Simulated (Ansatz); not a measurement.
# HfN: the cost of one run

Computed with Ansatz 0.2.0 (DFT LDA, scalar-relativistic, unless a step's input says otherwise).

## Step 1: The starting structure

The structure is cubic, space group Fm-3m (No. 225). The conventional cell has a = 4.518 Å, b = 4.518 Å, c = 4.518 Å, α = 90.00°, β = 90.00°, γ = 90.00°. Hf (site symmetry m-3m) is surrounded by 6 N at 2.26 Å. N (site symmetry m-3m) is surrounded by 6 Hf at 2.26 Å.

Coordinates:

```cif
data_structure
_symmetry_space_group_name_H-M 'P 1'
_symmetry_Int_Tables_number 1
_cell_length_a 3.1947
_cell_length_b 3.1947
_cell_length_c 3.1947
_cell_angle_alpha 60.000
_cell_angle_beta 60.000
_cell_angle_gamma 60.000
_cell_volume 23.06
loop_
_atom_site_label
_atom_site_type_symbol
_atom_site_fract_x
_atom_site_fract_y
_atom_site_fract_z
_atom_site_occupancy
Hf1 Hf 0.00000 0.00000 0.00000 1
N1 N 0.50000 0.50000 0.50000 1
```

The geometry is a database entry used as it stands. It may stem from high pressure or temperature, or be incomplete, so it serves as a test cell.

Atoms are numbered in the order of the input: Hf1, N2.

## Step 2: Volume × 0.94, LAPW

File input.yaml:

```yaml
crystal:
  lattice:
    - [0.0, 2.2128850196, 2.2128850196]
    - [2.2128850196, 0.0, 2.2128850196]
    - [2.2128850196, 2.2128850196, 0.0]
  atoms:
    - { symbol: Hf, position: [0.0, 0.0, 0.0] }
    - { symbol: "N", position: [0.5, 0.5, 0.5] }
kpoints:
  mp_grid: { grid: [10, 10, 10] }
  band_path:
    path:
      - [0.0, 0.0, 0.0]
      - [0.5, 0.0, 0.5]
      - [0.625, 0.25, 0.625]
      - [0.375, 0.375, 0.75]
      - [0.0, 0.0, 0.0]
      - [0.5, 0.5, 0.5]
      - [0.5, 0.25, 0.75]
      - [0.5, 0.0, 0.5]
    npoints: 5
scf:
  occupations: { method: fermi_dirac, width: 0.03 }
hamiltonian:
  xc: lda
  pseudopotentials: { kind: all_electron, lapw: { basis_error: 0.001 } }
output:
  forces: true
  stress: true
  eigenvalues: true
```

The run is started by

```bash
$ ansatz run input.yaml --threads 1 --pin off --max-ram 3072MiB --backend cpu --events-out ev --progress --plain --runs-dir out
```

Q: Estimate wall time and peak memory on 1 thread of Intel Xeon 6975P-C (Granite Rapids), shared host.

About 9 s, with a peak of 0.37 GiB.
